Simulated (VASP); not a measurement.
# ZrSe2 in VASP: notebook, part 2 of 2

VASP 6.6.1.

### 4 Band structure, LDA

INCAR reads:

```
SYSTEM = ZrSe2
ALGO     = Normal         ! electronic algorithm
DIPOL    = 0.5 0.5 0.500
EDIFF    = 1E-6           ! SCF threshold, eV
ENCUT    = 520            ! plane-wave cutoff, eV
IDIPOL   = 3            
ISIF     = 2              ! what is computed and relaxed
ISMEAR   = 0              ! smearing method
KPAR     = 2            
LASPH    = .True.         ! aspherical terms in the spheres
LCHARG   = .False.        ! write CHGCAR
LDIPOL   = .True.       
LMAXMIX  = 4              ! l up to which the mixer works
LREAL    = .False.        ! projectors in reciprocal space
LVACPOTAV= .True.       
LVHAR    = .True.       
LWAVE    = .False.        ! write WAVECAR
NBANDS   = 33             ! bands
NELM     = 80             ! most SCF steps
PREC     = Accurate       ! precision mode
SIGMA    = 0.03           ! smearing width, eV
```

KPOINTS reads:

```
k-points
0
Gamma
  9 9 1
  0 0 0
```

POSCAR reads:

```
ZrSe2                                   
1.0
    3.7482233476      0.0000000000      0.0000000000
   -1.8741116738      3.2460566346      0.0000000000
    0.0000000000      0.0000000000     27.2880000000
  Se              Zr            
     4     2
Direct
     0.6666666699999979    0.3333333300000021    0.3304647046665417
     0.3333333300000021    0.6666666699999979    0.4474855965850323
     0.6666666699999979    0.3333333300000021    0.5525144034149677
     0.3333333300000021    0.6666666699999979    0.6695352953334583
     0.0000000000000000    0.0000000000000000    0.3890422897987669
     0.0000000000000000    0.0000000000000000    0.6109577102012330
```

KPOINTS_OPT reads:

```
explicit points
67
Reciprocal
 0.0000000000  0.0000000000  0.0000000000 1
 0.0357142900  0.0000000000  0.0000000000 1
 0.0714285700  0.0000000000  0.0000000000 1
 0.1071428600  0.0000000000  0.0000000000 1
 0.1428571400  0.0000000000  0.0000000000 1
 0.1785714300  0.0000000000  0.0000000000 1
 0.2142857100  0.0000000000  0.0000000000 1
 0.2500000000  0.0000000000  0.0000000000 1
 0.2857142900  0.0000000000  0.0000000000 1
 0.3214285700  0.0000000000  0.0000000000 1
 0.3571428600  0.0000000000  0.0000000000 1
 0.3928571400  0.0000000000  0.0000000000 1
 0.4285714300  0.0000000000  0.0000000000 1
 0.4642857100  0.0000000000  0.0000000000 1
 0.5000000000  0.0000000000  0.0000000000 1
 0.4791666700  0.0416666700  0.0000000000 1
 0.4583333300  0.0833333300  0.0000000000 1
 0.4375000000  0.1250000000  0.0000000000 1
 0.4166666700  0.1666666700  0.0000000000 1
 0.3958333300  0.2083333300  0.0000000000 1
 0.3750000000  0.2500000000  0.0000000000 1
 0.3541666700  0.2916666700  0.0000000000 1
 0.3333333300  0.3333333300  0.0000000000 1
 0.3137254900  0.3137254900  0.0000000000 1
 0.2941176500  0.2941176500  0.0000000000 1
 0.2745098000  0.2745098000  0.0000000000 1
 0.2549019600  0.2549019600  0.0000000000 1
 0.2352941200  0.2352941200  0.0000000000 1
 0.2156862700  0.2156862700  0.0000000000 1
 0.1960784300  0.1960784300  0.0000000000 1
 0.1764705900  0.1764705900  0.0000000000 1
 0.1568627500  0.1568627500  0.0000000000 1
 0.1372549000  0.1372549000  0.0000000000 1
 0.1176470600  0.1176470600  0.0000000000 1
 0.0980392200  0.0980392200  0.0000000000 1
 0.0784313700  0.0784313700  0.0000000000 1
 0.0588235300  0.0588235300  0.0000000000 1
 0.0392156900  0.0392156900  0.0000000000 1
 0.0196078400  0.0196078400  0.0000000000 1
 0.0000000000  0.0000000000  0.0000000000 1
 0.0000000000  0.0000000000  0.0000000000 1
 0.0072536500 -0.0036268200  0.0000000000 1
-0.0072536500  0.0036268200  0.0000000000 1
 0.0211564700 -0.0105782300  0.0000000000 1
-0.0211564700  0.0105782300  0.0000000000 1
 0.0000000000  0.0062818400  0.0000000000 1
-0.0000000000 -0.0062818400  0.0000000000 1
 0.0000000000  0.0183220400  0.0000000000 1
-0.0000000000 -0.0183220400  0.0000000000 1
 0.5000000000  0.0000000000  0.0000000000 1
 0.5072536500 -0.0036268200  0.0000000000 1
 0.4927463500  0.0036268200  0.0000000000 1
 0.5211564700 -0.0105782300  0.0000000000 1
 0.4788435300  0.0105782300  0.0000000000 1
 0.5000000000  0.0062818400  0.0000000000 1
 0.5000000000 -0.0062818400  0.0000000000 1
 0.5000000000  0.0183220400  0.0000000000 1
 0.5000000000 -0.0183220400  0.0000000000 1
 0.3333333300  0.3333333300  0.0000000000 1
 0.3405869800  0.3297065100  0.0000000000 1
 0.3260796800  0.3369601500  0.0000000000 1
 0.3544898000  0.3227551000  0.0000000000 1
 0.3121768600  0.3439115600  0.0000000000 1
 0.3333333300  0.3396151700  0.0000000000 1
 0.3333333300  0.3270514900  0.0000000000 1
 0.3333333300  0.3516553700  0.0000000000 1
 0.3333333300  0.3150112900  0.0000000000 1
```

Potentials or basis: VASP PAW LDA potentials, release 64 (Se, Zr_sv).

On the command line:

```bash
$ cat potpaw_LDA.64/Se/POTCAR potpaw_LDA.64/Zr_sv/POTCAR > POTCAR
$ mpirun -np 2 vasp_std > vasp.out
```

OUTCAR:

```text
SYSTEM = ZrSe2
   EDIFF = 1E-6
   ENCUT = 520
   ISIF = 2
   ISMEAR = 0
   LASPH = .True.
   LREAL = .False.
   NELM = 80
   PREC = Accurate

 ion  position               nearest neighbor table
   1  0.667  0.333  0.330-   5 2.69   5 2.69   5 2.69
   2  0.333  0.667  0.447-   5 2.69   5 2.69   5 2.69
   3  0.667  0.333  0.553-   6 2.69   6 2.69   6 2.69
   4  0.333  0.667  0.670-   6 2.69   6 2.69   6 2.69
   5  0.000  0.000  0.389-   2 2.69   2 2.69   2 2.69   1 2.69   1 2.69   1 2.69
   6  0.000  0.000  0.611-   3 2.69   3 2.69   3 2.69   4 2.69   4 2.69   4 2.69

  LATTYP: Found a hexagonal cell.
 ALAT       =     3.7482233476
 C/A-ratio  =     7.2802491926

  Lattice vectors:

 A1 = (   3.7482233476,   0.0000000000,   0.0000000000)
 A2 = (  -1.8741116738,   3.2460566346,   0.0000000000)
 A3 = (   0.0000000000,   0.0000000000,  27.2880000000)

Analysis of symmetry for initial positions (statically):
=====================================================================
 Subroutine PRICEL returns:
 Original cell was already a primitive cell.

 Routine SETGRP: Setting up the symmetry group for a
 hexagonal supercell.

[... 172 lines left out ...]
 Fermi energy:        -0.9764978815

 k-point     1 :       0.0000    0.0000    0.0000
  band No.  band energies     occupation
      1     -50.2586      2.00000
      2     -50.2586      2.00000
      3     -28.4653      2.00000
      4     -28.4650      2.00000
      5     -28.3472      2.00000
      6     -28.3472      2.00000
[... 421 lines left out ...]
     32       3.0810      0.00000
     33       3.6001      0.00000

------------------------ aborting loop because EDIFF is reached ----------------------------------------

  FORCE on cell =-STRESS in cart. coord.  units (eV):
  Direction    XX          YY          ZZ          XY          YZ          ZX
  --------------------------------------------------------------------------------------
  -------------------------------------------------------------------------------------
  Total       -2.7436636     -2.7436636     -2.7570253     -0.0000000      0.0000000     -0.0000000
  in kB      -13.2400059    -13.2400059    -13.3044850     -0.0000000      0.0000000     -0.0000000
  external PRESSURE =     -13.2614989 kB  Pullay stress =       0.0000000 kB

 VOLUME and BASIS-vectors are now :
 -----------------------------------------------------------------------------
  energy-cutoff  :      520.00
  volume of cell :      332.01
      direct lattice vectors                 reciprocal lattice vectors
     3.748223348  0.000000000  0.000000000     0.266793066  0.154033049  0.000000000
    -1.874111674  3.246056635  0.000000000     0.000000000  0.308066098  0.000000000
     0.000000000  0.000000000 27.288000000     0.000000000  0.000000000  0.036646145

 POSITION                                       TOTAL-FORCE (eV/Angst)
 -----------------------------------------------------------------------------------
      1.87411      1.08202      9.01772         0.000000     -0.000000      0.440787
     -0.00000      2.16404     12.21099        -0.000000     -0.000000     -0.328381
      1.87411      1.08202     15.07701        -0.000000      0.000000      0.328381
     -0.00000      2.16404     18.27028        -0.000000      0.000000     -0.440787
      0.00000      0.00000     10.61619         0.000000      0.000000     -0.065624
      0.00000      0.00000     16.67181         0.000000      0.000000      0.065624
 -----------------------------------------------------------------------------------
    total drift:                               -0.000000      0.000000      0.000000

  FREE ENERGIE OF THE ION-ELECTRON SYSTEM (eV)
  ---------------------------------------------------
  free  energy   TOTEN  =       -43.0796327599 eV

  energy  without entropy=      -43.0796327547  energy(sigma->0) =      -43.07963276

 vacuum level on the upper side and lower side of the slab         4.630         4.630
```

Wall time 3.8 min (2 MPI ranks of Intel Xeon 6975P-C (Granite Rapids), shared host); peak memory 0.4 GiB.

What came out:

- Free energy: -43.0796 eV
- Largest force: 0.441 eV/Å
- Band gap on the k mesh: 0.21 eV, indirect (least direct gap 0.97 eV)
- Band gap along the path: 0.19 eV, indirect (least direct gap 0.97 eV)
- Ionisation potential of the upper face: 5.71 eV

Forces in eV/Å, atoms in the order of the input:
```
Se   0.000  0.000  0.441
Se   0.000  0.000 -0.328
Se   0.000  0.000  0.328
Se   0.000  0.000 -0.441
Zr   0.000  0.000 -0.066
Zr   0.000  0.000  0.066
```

### 5 Overview

```csv
level,potentials or basis,spin,gap on the mesh (eV)
PBE+D3(BJ),"VASP PAW PBE potentials, release 64 (Se, Zr_sv)",off,0.30
PBE+D3(BJ),"VASP PAW PBE potentials, release 64 (Se, Zr_sv)","SOC, no magnetisation",-
LDA,"VASP PAW LDA potentials, release 64 (Se, Zr_sv)",off,0.21
```

Alike in all rows: task band structure; cell as given; k mesh 9 × 9 × 1; cutoff (eV) 520; smearing gaussian 0.03 eV.

Total energies depend on the potentials used, so only differences within one code and one set of settings carry meaning.
